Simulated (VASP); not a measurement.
# Fe (Fmmm) in VASP: further runs, part 2 of 2

VASP 6.6.1. Earlier steps stand in the parts before.

## Step 3: Single point, PBEsol, collinear spin, ferromagnetic start

INCAR reads:

```
  PREC = Accurate
  ENCUT = 550
  EDIFF = 1E-6
  ISMEAR = 1
  SIGMA = 0.1
  LREAL = False
  LASPH = True
  NELM = 100
  ALGO = Normal
  ISIF = 2
  LWAVE = False
  LCHARG = False
  ISPIN = 2
  MAGMOM = 3
  LORBIT = 11
  LMAXMIX = 4
  GGA = PS
  NBANDS = 14
  ADDGRID = False
```

KPOINTS reads:

```
Automatic mesh
0
Gamma
  11 11 11
```

POSCAR reads:

```
Fe
1.0
    0.0000000000      1.9417396906      1.9651051623
    1.4984397099      0.0000000000      1.9651051623
    1.4984397099      1.9417396906      0.0000000000
Fe
1
Direct
    0.0000000000      0.0000000000      0.0000000000
```

Potentials or basis: VASP PAW PBE potentials, release 64 (Fe).

The run is started by

```bash
cat potpaw_PBE.64/Fe/POTCAR > POTCAR
mpirun -np 1 vasp_std > vasp.out
```

OUTCAR:

```text
PREC = Accurate
   ENCUT = 550
   EDIFF = 1E-6
   ISMEAR = 1
   LREAL = False
   LASPH = True
   NELM = 100
   ISIF = 2
   ISPIN = 2
   LORBIT = 11
   GGA = PS

 Found    216 irreducible k-points:

 Following reciprocal coordinates:
            Coordinates               Weight
  0.000000  0.000000  0.000000      1.000000
  0.090909  0.000000 -0.000000      8.000000
  0.181818 -0.000000 -0.000000      8.000000
  0.272727 -0.000000 -0.000000      8.000000
  0.363636 -0.000000 -0.000000      8.000000
  0.454545 -0.000000  0.000000      8.000000
   k-points           NKPTS =    216   k-points in BZ     NKDIM =    216   number of bands    NBANDS=     14
   number of dos      NEDOS =    301   number of ions     NIONS =      1
   total plane-waves  NPLWV =   9600
   dimension x,y,z NGX =    24 NGY =   20 NGZ =   20
   dimension x,y,z NGXF=    48 NGYF=   40 NGZF=   40
   ions per type =               1
   NGX,Y,Z   is equivalent  to a cutoff of  14.44, 13.45, 13.56 a.u.
   NGXF,Y,Z  is equivalent  to a cutoff of  28.89, 26.91, 27.11 a.u.
 SYSTEM =  unknown system
   PREC   = accura    normal or accurate (medium, high low for compatibility)
   ISTART =      0    job   : 0-new  1-cont  2-samecut
   ICHARG =      2    charge: 1-file 2-atom 10-const
   ISPIN  =      2    spin polarized calculation?
   LNONCOLLINEAR =      F non collinear calculations
   LSORBIT =      F    spin-orbit coupling
   LASPH  =      T    aspherical Exc in radial PAW
   ENCUT  =  550.0 eV  40.42 Ry    6.36 a.u.   5.28  4.73  4.69*2*pi/ulx,y,z
   NELM   =    100;   NELMIN=  2; NELMDL= -5     # of ELM steps
   EDIFF  = 0.1E-05   stopping-criterion for ELM
   LREAL  =      F    real-space projection
   EDIFFG = 0.1E-04   stopping-criterion for IOM
   NSW    =      0    number of steps for IOM
   IBRION =     -1    ionic relax: 0-MD 1-quasi-New 2-CG
   NFREE  =      0    steps in history (QN), initial steepest desc. (CG)
   ISIF   =      2    stress and relaxation
   ISYM   =      2    0-nonsym 1-usesym 2-fastsym
   POTIM  = 0.5000    time-step for ionic-motion
   TEBEG  =    0.0;   TEEND  =   0.0 temperature during run
   PSTRESS=    0.0 pullay stress
   NELECT =       8.0000    total number of electrons
   NUPDOWN=      -1.0000    fix difference up-down
   EMIN   =  10.00;   EMAX   =-10.00  energy-range for DOS
   EFERMI =   0.00;   METHOD = LEGACY
   ISMEAR =     1;   SIGMA  =   0.10  broadening in eV -4-tet -1-fermi 0-gaus
   EFERMI_NEDOS =   21; number of points for ismear=-14 and -15
   IALGO  =     38    algorithm
   IMIX   =      4    mixing-type and parameters
     AMIX     =   0.40;   BMIX     =  1.00
     AMIX_MAG =   1.60;   BMIX_MAG =  1.00
  volume/ion in A,a.u.               =      11.44        77.17
  Fermi-wavevector in a.u.,A,eV,Ry     =   1.453303  2.746344 28.736719  2.112089
  Thomas-Fermi vector in A             =   2.570585
   LORBIT       =     11    0 simple, 1 ext, 2 COOP (PROOUT), +10 PAW based schemes
   GGA     = PS    functional components
   LHFCALC =     F    Hartree Fock is set to
   AEXX    =    0.0000 exact exchange contribution
   IVDW    =     0    specifies the selected vdW correction
   LEPSILON=     F    determine dielectric tensor
   LRPA    =     F    only Hartree local field effects (RPA)
 spin polarized calculation
 Methfessel and Paxton  Order N= 1 SIGMA  =   0.10
  energy-cutoff  :      550.00
  volume of cell :       11.44
 maximum number of plane-waves:       346
 NGX is ok and might be reduce to    24
   NGX = 11   NGY =  9   NGZ =  9

 number of electron       7.9999998 magnetization       2.2283754

 Free energy of the ion-electron system (eV)
  ---------------------------------------------------
  ext. energy  EPLUGINS =         0.00000000
  ---------------------------------------------------
  free energy    TOTEN  =        -8.87679789 eV

  energy without entropy =       -8.87671984  energy(sigma->0) =       -8.87677187

 E-fermi :   5.5708     XC(G=0): -13.2398

 val. band max:        5.5682226138   @ k =  -0.3636   0.2727   0.3636
 cond. band min:       5.5735666792   @ k =   0.3636   0.1818   0.1818
 fundamental gap:      0.0053440654
 Fermi energy:         5.5707802970

 spin component 1

 k-point     1 :       0.0000    0.0000    0.0000
  band No.  band energies     occupation
      1      -2.8852      1.00000
      2       3.1324      1.00000
      3       3.2254      1.00000
      4       3.5593      1.00000
      5       4.3042      1.00000
      6       4.6989      1.00000
      7      29.3863      0.00000
      8      30.8616      0.00000
      9      31.1217      0.00000
     10      35.0601      0.00000
     11      36.1194      0.00000
     12      36.3693      0.00000
     13      36.8681      0.00000
     14      36.9555      0.00000

 k-point     2 :       0.0909    0.0000   -0.0000
  band No.  band energies     occupation
      1      -2.5546      1.00000
      2       3.1457      1.00000
      3       3.2308      1.00000
      4       3.6276      1.00000
      5       4.2550      1.00000
      6       4.6623      1.00000
      7      27.9345      0.00000
      8      29.8830      0.00000
      9      30.7325      0.00000
     10      33.9986      0.00000
     11      35.0063      0.00000
     12      35.5051      0.00000
     13      36.5820      0.00000
     14      38.8436      0.00000
[... 37 lines left out ...]
      1       0.5028      1.00000
      2       2.5599      1.00000
      3       3.8806      1.00000
      4       4.3314      1.00000
      5       4.7499      1.00000
      6       5.3908      1.01443
      7      15.9147      0.00000
      8      25.2901      0.00000
      9      27.7199      0.00000
     10      29.7669      0.00000
     11      32.9846      0.00000
     12      37.5500      0.00000
     13      40.1745      0.00000
     14      47.9991      0.00000

 k-point     6 :       0.4545   -0.0000    0.0000
  band No.  band energies     occupation
      1       0.6814      1.00000
      2       2.4194      1.00000
      3       4.2357      1.00000
      4       4.8230      1.00000
      5       5.5249      0.84642
      6       5.8332     -0.00065
      7      13.0720      0.00000
      8      24.5396      0.00000
      9      26.6875      0.00000
     10      29.5650      0.00000
     11      33.1289      0.00000
     12      37.8965      0.00000
     13      42.1213      0.00000
     14      46.1254      0.00000

 [... further k-points ...]

 spin component 2

 k-point     1 :       0.0000    0.0000    0.0000
  band No.  band energies     occupation
      1      -2.6195      1.00000
      2       5.0342      1.00000
      3       5.1742      1.00000
      4       5.6615     -0.01266
      5       6.8443     -0.00000
      6       7.4449     -0.00000
      7      29.2694      0.00000
      8      30.8011      0.00000
      9      31.0938      0.00000
     10      35.4875      0.00000
     11      36.2753      0.00000
     12      37.3724      0.00000
     13      37.6096      0.00000
     14      37.6970      0.00000

 k-point     2 :       0.0909    0.0000   -0.0000
  band No.  band energies     occupation
      1      -2.2869      1.00000
      2       5.0435      1.00000
      3       5.1787      1.00000
      4       5.7217     -0.02726
      5       6.7772     -0.00000
      6       7.3988     -0.00000
      7      28.1265      0.00000
      8      29.8907      0.00000
      9      30.8150      0.00000
     10      34.5659      0.00000
     11      35.6200      0.00000
     12      36.2648      0.00000
     13      36.9592      0.00000
     14      39.6068      0.00000
[... 37 lines left out ...]
      1       1.3489      1.00000
      2       4.4214      1.00000
      3       5.0048      1.00000
      4       6.7295     -0.00000
      5       7.4044     -0.00000
      6       7.6260      0.00000
      7      16.9560      0.00000
      8      25.4223      0.00000
      9      28.4062      0.00000
     10      30.3325      0.00000
     11      33.6784      0.00000
     12      37.9596      0.00000
     13      40.4117      0.00000
     14      48.8553      0.00000

 k-point     6 :       0.4545   -0.0000    0.0000
  band No.  band energies     occupation
      1       1.9283      1.00000
      2       4.2586      1.00000
      3       5.8422     -0.00042
      4       6.7508     -0.00000
      5       7.4862     -0.00000
      6       8.1289      0.00000
      7      14.4219      0.00000
      8      24.6513      0.00000
      9      27.3146      0.00000
     10      30.1875      0.00000
     11      33.8781      0.00000
     12      38.1493      0.00000
     13      42.4476      0.00000
     14      46.9373      0.00000

 [... further k-points ...]

------------------------ aborting loop because EDIFF is reached ----------------------------------------

  FORCE on cell =-STRESS in cart. coord.  units (eV):
  Direction    XX          YY          ZZ          XY          YZ          ZX
  --------------------------------------------------------------------------------------
  -------------------------------------------------------------------------------------
  Total       -1.0964193     -0.4543432     -0.5876547      0.0000000      0.0000000      0.0000000
  in kB     -153.6176688    -63.6573476    -82.3354272      0.0000000      0.0000000      0.0000000
  external PRESSURE =     -99.8701479 kB  Pullay stress =       0.0000000 kB

 VOLUME and BASIS-vectors are now :
 -----------------------------------------------------------------------------
  energy-cutoff  :      550.00
  volume of cell :       11.44
      direct lattice vectors                 reciprocal lattice vectors
     0.000000000  1.941739691  1.965105162    -0.333680426  0.257501045  0.254439309
     1.498439710  0.000000000  1.965105162     0.333680426 -0.257501045  0.254439309
     1.498439710  1.941739691  0.000000000     0.333680426  0.257501045 -0.254439309

 POSITION                                       TOTAL-FORCE (eV/Angst)
 -----------------------------------------------------------------------------------
      0.00000      0.00000      0.00000         0.000000      0.000000      0.000000
 -----------------------------------------------------------------------------------
    total drift:                                0.000000      0.000000      0.000000

  FREE ENERGIE OF THE ION-ELECTRON SYSTEM (eV)
  ---------------------------------------------------
  free  energy   TOTEN  =        -8.8767978924 eV

  energy  without entropy=       -8.8767198388  energy(sigma->0) =       -8.87677187

 total charge

# of ion       s       p       d       tot
------------------------------------------
    1        0.487   0.541   6.230   7.258

 magnetization (x)

# of ion       s       p       d       tot
------------------------------------------
    1       -0.014  -0.049   2.280   2.218
```

stdout:

```text
POSCAR found type information on POSCAR Fe
 POSCAR found :  1 types and       1 ions
 scaLAPACK will be used
 -----------------------------------------------------------------------------
|                                                                             |
|                                                                             |
|     You enforced a specific xc type in the INCAR file but a different       |
|     I HOPE YOU KNOW WHAT YOU ARE DOING!                                     |
|                                                                             |
 -----------------------------------------------------------------------------

 LDA part: xc-table for (Slater+PW92), standard interpolation
 POSCAR, INCAR and KPOINTS ok, starting setup
 FFT: planning ... GRIDC
 FFT: planning ... GRID_SOFT
 FFT: planning ... GRID
 WAVECAR not read
 entering main loop
```

Wall time 26 s (1 thread of Intel Xeon 6975P-C (Granite Rapids), shared host); peak memory 0.18 GiB.

These settings aren't checked as converged: the numbers below hold their error.

What came out:

| Property | Result |
| --- | --- |
| Free energy | -8.8768 eV |
| Pressure | -10.0 GPa |
| Band gap on the k mesh | none (metal or under the smearing width) |
| Net moment | 2.23 μB per cell |
| Site moments | Fe +2.22 μB |
| Valence electrons inside the program's atomic spheres | Fe 7.26 |

Caveat: the PAW data sets were made with another functional, which shifts forces and pressure a little.

## Step 4: Single point, PBEsol, collinear spin, ferromagnetic start

INCAR reads:

```
SYSTEM = Fe
ADDGRID = .False.
ALGO = Normal
EDIFF = 1E-8
ENCUT = 900
GGA = PS
ISIF = 2
ISMEAR = -1
ISPIN = 2
LASPH = .True.
LCHARG = .False.
LMAXMIX = 4
LORBIT = 11
LREAL = .False.
LWAVE = .False.
MAGMOM = 3
NELM = 100
PREC = Accurate
SIGMA = 0.1
```

KPOINTS reads:

```
k-points
0
Gamma
  17 17 17
  0 0 0
```

POSCAR is that of step 3.

The run is started by

```bash
cat potpaw_PBE.64/Fe/POTCAR > POTCAR
mpirun -np 1 vasp_std > vasp.out
```

It took 5 min on 1 thread of Intel Xeon Platinum 8259CL at 2.50GHz (Skylake/Cascade Lake), shared host; peak memory 0.41 GiB.

Results (log left out):

- Free energy: -8.8958 eV
- Pressure: -9.6 GPa
- Band gap on the k mesh: none (metal or under the smearing width)
- Net moment: 2.22 μB per cell
- Site moments: Fe +2.21 μB
- Valence electrons inside the program's atomic spheres: Fe 7.26

Stress tensor (GPa, compression positive):
```
-14.96   0.00   0.00
  0.00  -6.00   0.00
  0.00   0.00  -7.96
```

Levels at points of the mesh, in eV from the Fermi level:
Spin up:
```tsv
k point	band 2	band 3	band 4	band 5	band 6	band 7	band 8	band 9
(0.00, 0.00, 0.00)	-2.48	-2.38	-2.04	-1.31	-0.92	23.76	25.24	25.50
```
Spin down:
```tsv
k point	band 1	band 2	band 3	band 4	band 5	band 6	band 7	band 8
(0.00, 0.00, 0.00)	-8.24	-0.59	-0.45	0.04	1.23	1.83	23.65	25.18
```

Caveat: the PAW data sets were made with another functional, which shifts forces and pressure a little.

## Step 5: Single point, PBEsol, collinear spin, ferromagnetic start

Edit INCAR of step 4 so:

```diff
@@ -3,4 +3,4 @@
 ALGO = Normal
-EDIFF = 1E-8
-ENCUT = 900
+EDIFF = 1E-6
+ENCUT = 300
 GGA = PS
@@ -18,2 +18,2 @@
 PREC = Accurate
-SIGMA = 0.1
+SIGMA = 0.15
```

KPOINTS reads:

```
k-points
0
Gamma
  7 7 7
  0 0 0
```

POSCAR is that of step 4.

The run is started by

```bash
cat potpaw_PBE.64/Fe/POTCAR > POTCAR
mpirun -np 1 vasp_std > vasp.out
```

Wall time 13 s (1 thread of Intel Xeon Platinum 8259CL at 2.50GHz (Skylake/Cascade Lake), shared host); peak memory 0.11 GiB.

These settings aren't checked as converged: the numbers below hold their error.

What came out:

| Quantity | Value |
| --- | --- |
| Free energy | -8.9287 eV |
| Band gap on the k mesh | none (metal or under the smearing width) |
| Net moment | 2.22 μB per cell |
| Site moments | Fe +2.21 μB |
| Valence electrons inside the program's atomic spheres | Fe 7.25 |

Caveat: the k mesh is coarse (spacing up to 0.44 Å⁻¹), so the values aren't converged; the cutoff is under 1.25 times the usual one of these potentials, so pressure, stress and relaxed cells hold a basis-set (Pulay) error; the PAW data sets were made with another functional, which shifts forces and pressure a little.

## Step 6: The reference run

An earlier run on the cell as given: functional PBE; potentials or basis VASP PAW PBE potentials, release 64 (Fe); cutoff 520 eV; k mesh 13 × 13 × 13; occupations fermi-dirac, width 0.05 eV; collinear spin, ferromagnetic start; starting moments [3.0] μB.

- Pressure: -1.0 GPa
- Band gap on the k mesh: none (metal or under the smearing width)
- Net moment: 2.20 μB per cell
- Site moments: Fe +2.19 μB
- Valence electrons inside the program's atomic spheres: Fe 7.26
